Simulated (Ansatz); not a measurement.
Starting cell, ZrO2 (baddeleyite type, space group P2_1/c):

```
ZrO2
1.0
    5.18987     0.00000     0.00000
    0.00000     5.24188     0.00000
   -0.90466     0.00000     5.30184
Zr O
4 8
Direct
  0.27576   0.04379   0.21002
  0.72424   0.54379   0.28998
  0.72424   0.95621   0.78998
  0.27576   0.45621   0.71002
  0.06497   0.32630   0.35005
  0.93503   0.82630   0.14995
  0.93503   0.67370   0.64995
  0.06497   0.17370   0.85005
  0.45100   0.75674   0.47552
  0.54900   0.25674   0.02448
  0.54900   0.24326   0.52448
  0.45100   0.74326   0.97552
```

The atoms are displaced by Q × the pattern below (from a DFPT mode at Γ, largest move 1; Q in Å), at fixed cell.

```csv
atom,x,y,z
Zr1,-0.709,-0.021,-0.704
Zr2,0.709,-0.021,0.704
Zr3,-0.709,-0.021,-0.704
Zr4,0.709,-0.021,0.704
O5,0.209,0.062,0.242
O6,-0.209,0.062,-0.242
O7,0.209,0.062,0.242
O8,-0.209,0.062,-0.242
O9,0.039,0.058,0.005
O10,-0.039,0.058,-0.005
O11,0.039,0.058,0.005
O12,-0.039,0.058,-0.005
```

Level of theory: PBE (plane waves to 420 eV, PAW, scalar-relativistic; Ansatz, an electronic-structure program). k mesh 5×5×5 (Γ-centred), Fermi-Dirac smearing 0.05 eV. The energy includes the smearing's −TS. ZrO2 is run without spin polarisation. ZrO2 was relaxed with its symmetry unable to fall. ΔE is measured from the undisplaced structure.

```tsv
Q (Å)	ΔE (meV/cell)
-0.1000	186.8
-0.0833	withheld
-0.0667	82.9
-0.0500	46.6
-0.0333	20.7
-0.0167	5.2
0.0000	0.0
0.0167	5.2
0.0333	20.7
0.0500	46.6
0.0667	82.9
0.0833	withheld
0.1000	186.8
```

Q: Fit an even polynomial form (powers 2, 4) to the given rows and predict ΔE at Q = 0.0833.

A: Least squares on the 11 given rows: ΔE = (18610)·Q² + (6578)·Q⁴, in meV/cell with Q in Å; root-mean-square residual 0.03 meV/cell. At 0.0833 the fit gives 129.4 meV/cell; the calculation gives 129.6 meV/cell, so the interpolation is off by -0.2 (-0.2 %). The quadratic term alone would give 129.1 meV/cell.

(For displaced atoms, the force is minus the slope of the energy, and its curvature is a force constant, which sets phonon frequencies.)
